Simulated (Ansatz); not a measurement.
CH4N2O can be A, `N=C(N)O`, or B, `NC(N)=O`.

Program: Ansatz. Geometries: PBE0-D4/def2-TZVP. ΔE: electronic, gas phase. CBS: MP2 limit from def2 TZ/QZ plus the TZ coupled-cluster correction, frozen cores. DFT in def2-TZVPP. B3LYP here is the variant with VWN-RPA as its local correlation; programs differ in this. Each species was taken in one conformer, which may not be the lowest.

Problem. Which is lower in electronic energy at CCSD(T)/CBS, and by how much? (Estimate.)

Solution. Computed: B, by 69.9 kJ/mol.

Problem. Give E(B) − E(A) in kJ/mol with B3LYP, CCSD/def2-TZVPP, BLYP-D4, PBE-D4, LDA (SPW92), B2PLYP, CCSD(T)/def2-SVP. (An estimate is asked.)

Solution. The calculation gave: B3LYP -75.2, CCSD/def2-TZVPP -71.2, BLYP-D4 -73.9, PBE-D4 -73.9, LDA (SPW92) -72.8, B2PLYP -74.8, CCSD(T)/def2-SVP -78.5. None reverses the order clearly.

Problem. Does the order hold for the free energy at 298.15 K (harmonic terms from PBE0-D4)? (Estimate.)

Solution. The calculation gave: Yes: G(B) − G(A) = -66.7 kJ/mol, for one conformer each.

Largest T1 diagnostic: 0.014.

From BLYP to BHLYP (50 % exact exchange), in def2-TZVPP and without D4, E(B) − E(A) moves by −3.0 kJ/mol. Leaving LDA and LC-ωPBE aside and taking each functional with its dispersion term where it has one, the values, not all of them listed here, spread over 4.2 kJ/mol, from BHLYP-D4 to ωB97M-V.
